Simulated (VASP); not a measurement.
# MgSn2N2 in VASP: further runs, part 2 of 2

VASP 6.6.1. The steps go on from the part before.

### Step 4. Relaxation of cell and atoms, PBE

This run uses another cell than the first one, of 17.82 Å³/atom, 0.946 times its volume.

INCAR reads:

```
  ALGO = Fast
  EDIFF = 1E-4
  EDIFFG = -0.08
  ENCUT = 520
  GGA = PE
  IBRION = 2
  ISIF = 3
  ISMEAR = 0
  LASPH = T
  LCHARG = F
  LREAL = F
  LWAVE = F
  NELM = 60
  NSW = 24
  PREC = Normal
  SIGMA = 0.15
```

KPOINTS reads:

```
k-points
0
Gamma
  5 5 2
```

POSCAR reads:

```
MgSn2N2
1.0
    3.5000000000      0.0000000000      0.0000000000
   -1.7500000000      3.0310889100      0.0000000000
    0.0000000000      0.0000000000      8.4000000000
Mg Sn N
1 2 2
Direct
    0.0000000000      0.0000000000      0.0000000000
    0.6666666700      0.3333333300      0.2300000000
    0.3333333300      0.6666666700      0.7700000000
    0.3333333300      0.6666666700      0.1200000000
    0.6666666700      0.3333333300      0.8800000000
```

Potentials or basis: VASP PAW PBE potentials, release 64 (Mg, Sn_d, N).

Launch:

```
$ cat potpaw_PBE.64/Mg/POTCAR potpaw_PBE.64/Sn_d/POTCAR potpaw_PBE.64/N/POTCAR > POTCAR
$ mpirun -np 1 vasp_std > vasp.out
```

OUTCAR:

```text
EDIFF = 1E-4
   EDIFFG = -0.08
   ENCUT = 520
   GGA = PE
   IBRION = 2
   ISIF = 3
   ISMEAR = 0
   LASPH = T
   LREAL = F
   NELM = 60
   NSW = 24
   PREC = Normal

 ion  position               nearest neighbor table
   1  0.000  0.000  0.000-   4 2.26   5 2.26   4 2.26   5 2.26   5 2.26   4 2.26   2 2.80   3 2.80
                             3 2.80   2 2.80   3 2.80   2 2.80
   2  0.667  0.333  0.230-   4 2.22   4 2.22   4 2.22   1 2.80   1 2.80   1 2.80
   3  0.333  0.667  0.770-   5 2.22   5 2.22   5 2.22   1 2.80   1 2.80   1 2.80
   4  0.333  0.667  0.120-   2 2.22   2 2.22   2 2.22   1 2.26   1 2.26   1 2.26
   5  0.667  0.333  0.880-   3 2.22   3 2.22   3 2.22   1 2.26   1 2.26   1 2.26

  LATTYP: Found a hexagonal cell.
 ALAT       =     3.5000000000
 C/A-ratio  =     2.4000000000

  Lattice vectors:

 A1 = (   3.5000000000,   0.0000000000,   0.0000000000)
 A2 = (  -1.7500000000,   3.0310889100,   0.0000000000)
[... 563 lines left out ...]

--------------------------------------- Ionic step       13  -------------------------------------------

 number of electron      40.0000044 magnetization

------------------------ aborting loop because EDIFF is reached ----------------------------------------
[... 73 lines left out ...]
--------------------------------------- Ionic step       15  -------------------------------------------

 number of electron      40.0000053 magnetization

 Free energy of the ion-electron system (eV)
  ---------------------------------------------------
  ext. energy  EPLUGINS =         0.00000000
  ---------------------------------------------------
  free energy    TOTEN  =       -26.42806414 eV

  energy without entropy =      -26.42806414  energy(sigma->0) =      -26.42806414

 E-fermi :   5.6932     XC(G=0):  -9.6860

 val. band max:        4.9441755300   @ k =   0.2000   0.0000   0.0000
 cond. band min:       6.4682023421   @ k =   0.4000  -0.0000   0.5000
 fundamental gap:      1.5240268121
 Fermi energy:         5.6932328629

 k-point     1 :       0.0000    0.0000    0.0000
  band No.  band energies     occupation
      1     -15.6396      2.00000
      2     -15.6396      2.00000
      3     -15.6396      2.00000
      4     -15.6396      2.00000
      5     -15.5500      2.00000
      6     -15.5485      2.00000
[... 291 lines left out ...]
  FREE ENERGIE OF THE ION-ELECTRON SYSTEM (eV)
  ---------------------------------------------------
  free  energy   TOTEN  =       -26.4280641426 eV

  energy  without entropy=      -26.4280641426  energy(sigma->0) =      -26.42806414

 reached required accuracy - stopping structural energy minimisation
```

OSZICAR:

```text
N       E                     dE             d eps       ncg     rms          rms(c)
DAV:   1     0.380448617335E+03    0.38045E+03   -0.20928E+04   496   0.229E+03
DAV:   2     0.281488662593E+02   -0.35230E+03   -0.34728E+03   512   0.528E+02
DAV:   3    -0.264678802235E+02   -0.54617E+02   -0.53821E+02   600   0.187E+02
[... 124 lines left out ...]
RMM:   2    -0.264307249222E+02    0.12312E-01   -0.42314E-02   536   0.216E+00    0.318E-01
RMM:   3    -0.264276767869E+02    0.30481E-02   -0.15751E-02   530   0.130E+00    0.857E-02
RMM:   4    -0.264279282364E+02   -0.25145E-03   -0.53185E-03   600   0.692E-01    0.519E-02
RMM:   5    -0.264280541563E+02   -0.12592E-03   -0.13652E-03   550   0.306E-01    0.661E-02
RMM:   6    -0.264280641426E+02   -0.99863E-05   -0.10623E-04   280   0.103E-01
  15 F= -.26428064E+02 E0= -.26428064E+02  d E =-.780151E-02
```

Wall time 62 s (1 thread of Intel Xeon 6975P-C (Granite Rapids), shared host); peak memory 0.16 GiB.

Results:

| Property | Result |
| --- | --- |
| Free energy | -26.4281 eV |
| Relaxed volume | 18.28 Å³/atom |
| Relaxed cell | a = 3.249 Å, b = 3.249 Å, c = 9.999 Å, α = 90.00°, β = 90.00°, γ = 120.00° |
| Space group after relaxing (to 0.05 Å) | P-3m1 (No. 164) |
| Energy gained by relaxing | 559.6 meV/atom |
| Ionic steps | 15 |
| Pressure after relaxing | 0.4 GPa |
| Largest force after relaxing | 0.073 eV/Å |
| Band gap on the k mesh | 1.52 eV, indirect (least direct gap 1.72 eV) |

Forces on the atoms (eV/Å):
```
Mg   0.000  0.000  0.000
Sn   0.000  0.000  0.073
Sn   0.000  0.000 -0.073
N    0.000  0.000  0.051
N    0.000  0.000 -0.051
```

Stress tensor (GPa, compression positive):
```
0.53 0.00 0.00
0.00 0.53 0.00
0.00 0.00 0.00
```

Step by step:
```
step  energy change (eV)  largest force (eV/Å)  pressure (GPa)  volume (Å³)
   1              0.0000                4.4644           14.34        89.11
   2             -1.1406                1.5341          -10.15       111.09
   3             -1.4349                0.8506           -5.42       103.56
   4             -2.2657                1.5203           -5.96        99.67
   5             -2.3805                1.8055           -6.05        98.01
   6             -2.6789                0.6704            5.87        86.81
   7             -2.7330                0.7238            2.35        89.67
   8             -2.7846                0.2571            0.44        91.59
   9             -2.7860                0.3273            0.36        91.87
  10             -2.7895                0.1523           -0.69        92.50
  11             -2.7899                0.1083           -0.10        92.31
  12             -2.7899                0.1273           -0.49        92.37
  13             -2.7900                0.1169           -0.41        92.34
  14             -2.7932                0.0914           -0.10        91.99
  15             -2.7978                0.0729            0.35        91.42
```

Final structure:
```
CELL_PARAMETERS angstrom
3.24918 0.00000 0.00000
-1.62459 2.81387 0.00000
0.00000 0.00000 9.99900
ATOMIC_POSITIONS crystal
Mg 0.00000 0.00000 0.00000
Sn 0.66667 0.33333 0.26077
Sn 0.33333 0.66667 0.73923
N 0.33333 0.66667 0.13019
N 0.66667 0.33333 0.86981
```

Caveat: spin-orbit coupling is left out, which moves the levels of the heavy elements; an odd mesh through Γ misses points on the zone boundary, where band edges often lie; the relaxation stopped at a loose force limit of 0.08 eV/Å, so its end isn't a converged minimum.

### Step 5. Overview

| k mesh | mesh quality | gap on the mesh (eV) | pressure (GPa) | relaxed volume (Å³/atom) | largest force (eV/Å) |
| --- | --- | --- | --- | --- | --- |
| 5 × 5 × 5 | coarse | none | 0.0 | 17.19 | 0.01 |
| 4 × 4 × 2 | coarse | none | 0.0 | 26.57 | 0.07 |
| 5 × 5 × 2 | not flagged | 1.52 | 0.4 | 18.28 | 0.07 |

Alike in all rows: task relaxation of cell and atoms; level PBE; potentials or basis VASP PAW PBE potentials, release 64 (Mg, Sn_d, N); no spin polarisation; cell relaxed; cutoff (eV) 520; smearing gaussian 0.15 eV.

Caveats: some runs use coarse meshes; the relaxation stopped at a loose force limit of 0.08 eV/Å, so its end isn't a converged minimum; the volume moved by over 15 % at a fixed basis, so the end points are rough (some runs); spin-orbit coupling is left out, which moves the levels of the heavy elements (some runs); an odd mesh through Γ misses points on the zone boundary, where band edges often lie (some runs).

Total energies depend on the potentials used, so only differences within one code and one set of settings carry meaning.
